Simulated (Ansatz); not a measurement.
## As in Ansatz: convergence with k mesh

As:

```
As
1.0
     2.71004   -0.01738   -0.01186
    -0.01738    2.72970    0.03326
    -0.01186    0.03326    2.67219
As
1
Direct
  0.48435 0.50553 0.49638
```

The cell isn't the ideal one: cell strained at random at fixed volume.

* Program: Ansatz 0.2.0
* Task: convergence study
* Functional: PBE
* Potentials or basis: Ansatz PAW
* Cutoff: 420 eV (not typed: the program's choice for these potentials)
* k mesh: 3 × 3 × 3
* Occupations: cold, width 0.05 eV
* Spin: no spin polarisation

These are the settings of the first run; the series varies k mesh, with any setting tied to it.

Hardware: 2 threads of Intel(R) Xeon(R) Platinum 8259CL CPU @ 2.50GHz (Skylake/Cascade Lake), with other jobs on the host.

```csv
k mesh,"energy less the tightest run, at zero smearing (meV/atom)",pressure (GPa),SCF cycles,CPU time (s),peak memory (GiB)
3 × 3 × 3,400.17,0.74,6,0.6,0.32
4 × 4 × 4,435.07,0.91,5,0.86,0.32
5 × 5 × 5,117.10,2.59,7,1.3,0.33
6 × 6 × 6,-25.40,2.84,5,1.9,0.35
7 × 7 × 7,-35.20,2.59,5,2.6,0.38
9 × 9 × 9,-2.80,1.81,6,5.5,0.41
11 × 11 × 11,23.25,3.06,5,8.7,0.48
13 × 13 × 14,-9.80,2.61,6,16,0.6
16 × 16 × 16,0.00,2.39,5,27,0.8
```

Not settled before the last step: the energy (to 1 meV/atom), the pressure (to 0.1 GPa). Meshes of other sizes hit other points, so gaps and Fermi surfaces needn't settle smoothly. The tightest run that finished is the yardstick and may itself not be fully converged.
